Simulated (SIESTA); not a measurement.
Pt:

```
CELL_PARAMETERS angstrom
0.00000 1.96090 1.96090
1.96090 0.00000 1.96090
1.96090 1.96090 0.00000
ATOMIC_POSITIONS crystal
Pt 0.00000 0.00000 0.00000
```

- Program: SIESTA 5.4.2
- Task: single point
- Functional: PBE
- Potentials or basis: PseudoDojo 0.4 standard (PBE files)
- Basis: DZP (energy shift 0.002 Ry)
- Grid cutoff: 800 Ry
- Energy shift: 0.002 Ry
- k mesh: 12 × 12 × 12
- Occupations: fermi-dirac, width 0.05 eV
- Spin: no spin polarisation

On this cell: pressure 13.1 GPa; band gap on the k mesh none (metal or under the smearing width).

The same run follows on a disturbed copy (cell strained at random at fixed volume):

```
Pt
1.0
    -0.01330    1.93575    1.94453
     1.97104    0.00303    1.92819
     2.00088    1.94926   -0.02681
Pt
1
Direct
  0.98674 0.01995 0.00694
```

Question: What does the disturbed cell give?

Answer: The energy (extrapolated to zero smearing) moves by +2.9 meV/atom; pressure 13.2 GPa; band gap on the k mesh none (metal or under the smearing width).

Stress tensor (GPa, compression positive):
```
12.11 -0.67  1.75
-0.67 13.77  0.78
 1.75  0.78 13.72
```

Caveats: semicore shells carry a single zeta, which can move pressures by several GPa and volumes by a few percent; the basis of atomic orbitals isn't converged, which shifts pressures, moduli and gaps.
